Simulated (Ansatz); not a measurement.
Response of Zn to small distortions

```
CELL_PARAMETERS angstrom
2.66480 0.00000 0.00000
-1.33240 2.30778 0.00000
0.00000 0.00000 4.94670
ATOMIC_POSITIONS crystal
Zn 0.33333 0.66667 0.25000
Zn 0.66667 0.33333 0.75000
```

Atom numbers follow the list: Zn1, Zn2.

The conventional cell has a = 2.665 Å, b = 2.665 Å, c = 4.947 Å, α = 90.00°, β = 90.00°, γ = 120.00°. Zn (atom 1) is surrounded by 12 Zn at 2.66 to 2.91 Å.

The cell is COD entry 9008522, as deposited and not checked against the literature; nothing was relaxed.

Level of theory: DFT, PBE, PAW with Ansatz's default frozen-core files, scalar-relativistic in Ansatz 0.2.0.

Sampling and basis: a Γ-centred 18×18×8 k mesh, Fermi–Dirac smearing of 0.03 eV, cutoff 420 eV, no spin polarisation.

The unchanged cell is at -0.36 GPa.

In a metal, stresses and small energies carry noise from the k mesh.

x, y and z are the Cartesian axes of the cell as listed; fractional coordinates follow a strain, and an engineering shear is twice the off-diagonal strain component.

(1) One change gave: energy change +3.4 meV/atom; stress change (xx, yy, zz, yz, xz, xy) -0.92, -0.92, 0.70, 0.00, 0.00, 0.00 GPa, compression positive. Which change was it?
A. equal xy, yz and zx engineering shear strains of +3 %
B. equal xy, yz and zx engineering shear strains of -2 %
C. xy engineering shear strain of +1.5 %
D. equal xy, yz and zx engineering shear strains of -1 %
E. equal xy, yz and zx engineering shear strains of -3 %
F. z strained by -2 % at fixed volume
G. equal xy, yz and zx engineering shear strains of +2 %
H. atom 1 (Zn) moved by (0.0000, 0.0000, 0.2000) Å
I. equal xy, yz and zx engineering shear strains of +1 %

## Answers

(1) F. For xy engineering shear strain of +1.5 %: energy change +0.3 meV/atom; stress change (xx, yy, zz, yz, xz, xy) 0.09, 0.08, -0.04, 0.00, 0.00, -0.51 GPa, compression positive. For atom 1 (Zn) moved by (0.0000, 0.0000, 0.2000) Å: energy change +23.6 meV/atom; stress change (xx, yy, zz, yz, xz, xy) 0.75, 0.75, 1.73, 0.00, 0.00, 0.00 GPa, compression positive; change of the force on Zn1 (0.000, 0.000, -0.485) eV/Å. For equal xy, yz and zx engineering shear strains of -3 %: energy change +5.1 meV/atom; stress change (xx, yy, zz, yz, xz, xy) -0.08, 0.72, 0.05, 1.20, 1.16, 1.63 GPa, compression positive. For equal xy, yz and zx engineering shear strains of -1 %: energy change +0.4 meV/atom; stress change (xx, yy, zz, yz, xz, xy) 0.06, 0.09, -0.07, 0.34, 0.30, 0.33 GPa, compression positive. For equal xy, yz and zx engineering shear strains of +2 %: energy change +1.3 meV/atom; stress change (xx, yy, zz, yz, xz, xy) -0.01, 0.33, 0.02, -0.39, -0.49, -0.68 GPa, compression positive; change of the force on Zn1 (0.012, 0.002, 0.000) eV/Å. For equal xy, yz and zx engineering shear strains of -2 %: energy change +2.0 meV/atom; stress change (xx, yy, zz, yz, xz, xy) 0.00, 0.29, 0.03, 0.75, 0.71, 0.93 GPa, compression positive. For equal xy, yz and zx engineering shear strains of +1 %: energy change +0.3 meV/atom; stress change (xx, yy, zz, yz, xz, xy) 0.06, 0.08, -0.03, -0.18, -0.18, -0.22 GPa, compression positive. For equal xy, yz and zx engineering shear strains of +3 %: energy change +3.2 meV/atom; stress change (xx, yy, zz, yz, xz, xy) 0.05, 0.71, 0.07, -0.72, -0.77, -1.06 GPa, compression positive; change of the force on Zn1 (0.019, 0.004, 0.000) eV/Å.
